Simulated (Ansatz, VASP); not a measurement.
# P: VASP beside Ansatz

File INCAR:

```
SYSTEM = P
PREC = Accurate ; ENCUT = 520
EDIFF = 1E-7 ; ISMEAR = 0
SIGMA = 0.15 ; LREAL = .FALSE.
LASPH = .TRUE. ; NELM = 80
ALGO = Normal ; ISIF = 2
LWAVE = .FALSE. ; LCHARG = .TRUE.
GGA = PS ; LELF = .TRUE.
LVHAR = .TRUE. ; NBANDS = 8
```

KPOINTS

```
regular mesh
0
G
  12 12 12
  0 0 0
```

POSCAR

```
P
1.0
    4.2729048574      0.0000000000      0.0000000000
    0.0000000000      4.2729048574      0.0000000000
    0.0000000000      0.0000000000      4.4874500000
P
1
Direct
    0.0000000000      0.0000000000      0.0000000000
```

Input for Ansatz:

```yaml
crystal:
  lattice:
    - [4.2729048574, 0.0, 0.0]
    - [0.0, 4.2729048574, 0.0]
    - [0.0, 0.0, 4.48745]
  atoms:
    - { symbol: P, position: [0.0, 0.0, 0.0] }
basis:
  ecutwfc: 420
kpoints:
  mp_grid: { grid: [12, 12, 12] }
hamiltonian:
  xc: pbesol
scf:
  occupations: { method: gaussian, width: 0.15 }
output:
  forces: true
  stress: true
  eigenvalues: true
```

Change from the starting cell: strain +0.000 along x and y, +0.025 along z, atoms carried along.

Alike in both runs: task single point; functional PBEsol; k mesh 12 × 12 × 12; occupations gaussian, width 0.15 eV; no spin polarisation.

|  | VASP | Ansatz |
| --- | --- | --- |
| version | VASP 6.6.1 | Ansatz 0.2.0 |
| potentials or method | VASP PAW PBE potentials, release 64 (P) | scalar-relativistic, plane waves, PAW |
| plane-wave cutoff (eV) | 520 | 420 |
| valence electrons in the cell | 5 | 5 |

```tsv
	VASP	Ansatz	Ansatz less VASP
gap on the k mesh at the Fermi level (eV)	none	none	-
pressure (GPa)	-3.6	-3.6	+0.01
largest component of the traceless stress (GPa)	0.55	0.55	0.000
```

A gap of «none» marks a metal or a gap that the smearing closes. With one functional, cell and mesh, what is left measures potentials, basis and numerics.

Caveats: the PAW data sets were made with another functional, which shifts forces and pressure a little (VASP).
